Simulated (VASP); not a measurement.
Here is a VASP 6.6.1 calculation.

File INCAR:

```
  PREC = Accurate
  ENCUT = 520
  EDIFF = 1E-6
  ISMEAR = 0
  SIGMA = 0.012
  LREAL = False
  LASPH = True
  NELM = 80
  ALGO = Normal
  ISIF = 2
  LWAVE = False
  LCHARG = True
  GGA = PE
  LELF = True
  LVHAR = True
  NBANDS = 17
```

KPOINTS

```
Automatic mesh
0
Gamma
  8 8 8
```

POSCAR

```
PbS
1.0
    0.0000000000      2.9657500000      2.9657500000
    2.9657500000      0.0000000000      2.9657500000
    2.9657500000      2.9657500000      0.0000000000
Pb S
1 1
Direct
    0.0000000000      0.0000000000      0.0000000000
    0.5000000000      0.5000000000      0.5000000000
```

Potentials or basis: VASP PAW PBE potentials, release 64 (Pb_d, S).

The run is started by

```console
$ cat potpaw_PBE.64/Pb_d/POTCAR potpaw_PBE.64/S/POTCAR > POTCAR
$ mpirun -np 1 vasp_std > vasp.out
```

Task: What does it give for the band gap on the k mesh?

Result: 0.36 eV, direct.

Task: What does it give for the pressure?

Result: 2.1 GPa.

Caveat: spin-orbit coupling is left out, which as a rule narrows the gap of such compounds by several tenths of an eV. A k mesh can miss the band edges.
